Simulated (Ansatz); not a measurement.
## ScAl: enthalpy against pressure

ScAl, Pm-3m, a = 3.369 Å. The structure is a Materials Project entry; whether it is the stable form wasn't checked. Ansatz: r2SCAN, PAW, 500 eV, Γ-centred 12×12×12 mesh on 2 atoms, Gaussian smearing 0.10 eV; no spin polarisation. Cell and atoms are relaxed at each pressure, and no other structure is tried, so the rows at high pressure may lie past a change of phase. y is the enthalpy over the state at zero pressure; there V0 = 19.121 Å³/atom. The pressures are the targets, met within 0.04 GPa.

```
P (GPa) y (eV/atom)
   -3.0      -0.3651
    0.0       0.0000
    3.0       0.3520
    8.0       0.9147
   15.0            ?
   30.0       3.1450
   60.0       5.7880
```

Task: Fit y = c1 P + c2 P² + c3 P³ to the other rows, say what c1 and c2 mean, and predict the missing value.

Result: Least squares on the rows shown. y = 0.11894 P − 0.00056670 P² + 3.2023×10⁻⁶ P³. Since dH/dP = V, c1 is V0: 0.11894 eV/GPa × 160.2 = 19.054 Å³ against 19.121; c2 = −V0/(2B0) gives B0 = 105 GPa, where a Birch–Murnaghan fit to the volumes of the same runs (not shown) gives 82 GPa: a cubic over this range folds the higher terms into c2. Above P = −c2/(3 c3) = 59 GPa the cubic's slope, the volume, would rise with pressure, so the form fails there. At P = 15.0 the fit asked for gives 1.6674 eV/atom. The run gave 1.6621 eV/atom, so the fit is 0.0053 eV/atom too high, 0.086 % of the span of the series, against an rms of 0.0017 eV/atom on the fitted rows. With a term in P⁴ added, a fit to the same known rows predicts 1.6603 eV/atom, so most of the miss is curvature that the known rows already hold. Also, this row ran on the mesh 14×14×14, its neighbour on 12×12×12, which can shift it a little.

The mesh isn't the same in all rows (12×12×12, 14×14×14).